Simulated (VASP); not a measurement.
# VASP 6.6.1 run: CdF2

INCAR

```
ISIF = 2
ENCUT = 300
SIGMA = 0.005
NSW = 0
ISMEAR = -5
NBANDS = 20
LCHARG = .FALSE.
IBRION = -1
METAGGA = MBJ
NELM = 120
PREC = Accurate
LASPH = .TRUE.
EDIFF = 1E-7
LWAVE = .FALSE.
LREAL = .FALSE.
```

KPOINTS

```
KPOINTS created by Atomic Simulation Environment
0
Gamma
8 8 8
0 0 0
```

POSCAR

```
Cd F
 1.0000000000000000
     0.0000000000000000    2.6268232390000001    2.6268232390000001
     2.6268232390000001    0.0000000000000000    2.6268232390000001
     2.6268232390000001    2.6268232390000001    0.0000000000000000
 Cd  F
   1   2
Cartesian
  0.0000000000000000  0.0000000000000000  0.0000000000000000
  1.3134116194999998  1.3134116194999998  1.3134116194999998
  3.9402348585000002  3.9402348585000002  3.9402348585000002
```

The recommended PBE PAW datasets give the neutral cell 26 valence electrons.

Command

```
mpirun -np 1 vasp_std
```

How does this run end, and what does it give?

It converged. Results: gap between bands v and c on the k mesh 7.36 eV; least direct gap on the k mesh 7.59 eV. Band v is the last that the valence electrons fill when counted band by band, and c is the next.

OSZICAR

```
N       E                     dE             d eps       ncg     rms          rms(c)
DAV:   1     0.430736686755E+03    0.43074E+03   -0.11569E+04  1284   0.863E+02
DAV:   2     0.293724422738E+03   -0.13701E+03   -0.13365E+03  1272   0.270E+02
DAV:   3     0.289496112032E+03   -0.42283E+01   -0.42186E+01  1300   0.516E+01
DAV:   4     0.289485591111E+03   -0.10521E-01   -0.10521E-01  1268   0.263E+00
DAV:   5     0.289485564790E+03   -0.26321E-04   -0.26321E-04  1308   0.127E-01    0.903E+00
DAV:   6     0.285060142320E+03   -0.44254E+01   -0.18101E+01  1164   0.540E+01    0.198E+01
DAV:   7     0.286666065525E+03    0.16059E+01   -0.14850E+00  1204   0.107E+01    0.190E+01
DAV:   8     0.282276262112E+03   -0.43898E+01   -0.80823E+00  1260   0.246E+01    0.395E+01
DAV:   9     0.288737132937E+03    0.64609E+01   -0.22838E+01  1200   0.385E+01    0.102E+01
DAV:  10     0.287117795837E+03   -0.16193E+01   -0.51999E+00  1160   0.175E+01    0.116E+01
...
DAV:  76     0.293389676804E+03   -0.32498E-05   -0.19242E-11   616   0.394E-05    0.105E-05
DAV:  77     0.293389653055E+03   -0.23749E-04   -0.42075E-11   616   0.586E-05    0.216E-05
DAV:  78     0.293389646608E+03   -0.64471E-05   -0.32077E-11   616   0.518E-05    0.650E-06
DAV:  79     0.293389647311E+03    0.70332E-06   -0.53067E-12   616   0.219E-05    0.337E-06
DAV:  80     0.293389651656E+03    0.43450E-05   -0.31296E-12   616   0.134E-05    0.407E-06
DAV:  81     0.293389653811E+03    0.21547E-05   -0.26234E-12   616   0.975E-06    0.246E-06
DAV:  82     0.293389656686E+03    0.28754E-05   -0.20124E-12   608   0.691E-06    0.514E-06
DAV:  83     0.293389657040E+03    0.35348E-06   -0.53627E-13   616   0.699E-06    0.111E-06
DAV:  84     0.293389657054E+03    0.14189E-07    0.16541E-12   608   0.316E-06
   1 F= 0.29338966E+03 E0= 0.29338966E+03  d E =0.000000E+00
```

The MBJ potential has no energy functional, so only its levels carry meaning.

For comparison, a separate PBE run of the intended cell, on usual settings and not on those above, gives a gap of 3.34 eV on its mesh and a pressure of 17.3 GPa.
